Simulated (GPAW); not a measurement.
## ZnSe (Stilleite): single point with PBE

**Measured values to compare with.**

“Alloy Disordering Effects on the Thermal Conductivity and Energy Gap Temperature Dependence of Cd1−xZnxSe Ternary Crystals Grown by the Bridgman Method”, 2023, pmc:10253836 reports, for a bulk crystal of ZnSe at 300 K: band gap 2.695 ± 0.003 eV (an exciton energy, a little under the gap).

The system is ZnSe (Stilleite).

```xyz
2
Lattice="0.0000 2.8338 2.8338 2.8338 0.0000 2.8338 2.8338 2.8338 0.0000" Properties=species:S:1:pos:R:3 pbc="T T T"
Se    4.2507    4.2507    4.2507
Zn    0.0000    0.0000    0.0000
```

| Property | Result |
| --- | --- |
| Program | GPAW 26.7.0 |
| Task | single point |
| Functional | PBE |
| Potentials or basis | GPAW PAW data sets (gpaw-data 1.2.1) |
| Cutoff | 600 eV |
| Basis | pw |
| k mesh | 8 × 8 × 8 |
| Occupations | gaussian, width 0.013 eV |
| Spin | no spin polarisation |
| Maxiter | 150 |

```
Pressure               : 2.1 GPa
Band gap on the k mesh : 1.30 eV, direct
```

Levels at points of the mesh, in eV from the valence-band top:
```tsv
k point	band 7	band 8	band 9	band 10	band 11	band 12
(0.00, 0.00, 0.00)	0.00	0.00	0.00	1.30	5.81	5.81
(0.50, 0.50, 0.00)	-4.74	-2.18	-2.18	2.99	3.47	10.73
(0.50, 0.50, 0.50)	-5.22	-0.87	-0.87	2.55	6.39	6.39
```

It took 20 s on 1 thread of Intel(R) Xeon(R) Platinum 8259CL CPU @ 2.50GHz (Skylake/Cascade Lake), with other jobs on the host, peak memory 0.16 GiB.

Against the measured gap of ZnSe, 2.695 eV (an exciton energy, a little under the gap; 300 K; “Alloy Disordering Effects on the Thermal Conductivity and Energy Gap Temperature Dependence of Cd1−xZnxSe Ternary Crystals Grown by the Bridgman Method”, 2023, pmc:10253836), the calculated 1.30 eV is off by -1.40 eV. So large a miss can be the level of theory's own, or it may mean another phase, state or a wrong row. Spin-orbit coupling on Se is left out. The value is that of PBE, without temperature or zero-point motion. Semilocal functionals fall short of measured gaps as a rule.
